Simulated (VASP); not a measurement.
Write the native input for VASP 6.6.1 that does the following.

| Property | Result |
| --- | --- |
| Task | single point |
| Functional | PBE |
| Dispersion | D3(BJ) |
| Potentials or basis | VASP PAW PBE potentials, release 64 (Al, N) |
| Cutoff | 520 eV |
| k mesh | 10 × 10 × 10 |
| Occupations | gaussian, width 0.02 eV |
| Spin | no spin polarisation |
| Dipole correction | no |
| Further INCAR settings | ALGO = Normal; EDIFF = 1e-07; NBANDS = 11 |

The structure of AlN lies in POSCAR:

```
AlN
1.0
    0.0000000000      2.0176686702      2.0176686702
    2.0176686702      0.0000000000      2.0176686702
    2.0176686702      2.0176686702      0.0000000000
Al N
1 1
Direct
    0.5000000000      0.5000000000      0.5000000000
    0.0000000000      0.0000000000      0.0000000000
```

Measurements of this composition are mostly on another form, of space group No. 186.

One way to write it, as run:

INCAR

```
ALGO = Normal
EDIFF = 1E-7
ENCUT = 520
GGA = PE
ISIF = 2
ISMEAR = 0
IVDW = 12
LASPH = T
LCHARG = F
LREAL = F
LWAVE = F
NBANDS = 11
NELM = 100
PREC = Accurate
SIGMA = 0.02
```

KPOINTS

```
k-points
0
Gamma
  10 10 10
```

Potentials or basis: VASP PAW PBE potentials, release 64 (Al, N).

Run with:

```bash
$ cat potpaw_PBE.64/Al/POTCAR potpaw_PBE.64/N/POTCAR > POTCAR
$ mpirun -np 1 vasp_std > vasp.out
```

Results of the run:

```json
{
  "Pressure": "-0.3 GPa",
  "Band gap on the k mesh": "4.66 eV, indirect (least direct gap 5.76 eV)",
  "Dispersion energy per atom": "-0.342 eV"
}
```

Run time: 4.6 s on 1 thread of Intel(R) Xeon(R) Platinum 8488C (Sapphire Rapids), with other jobs on the host, peak memory 0.15 GiB.
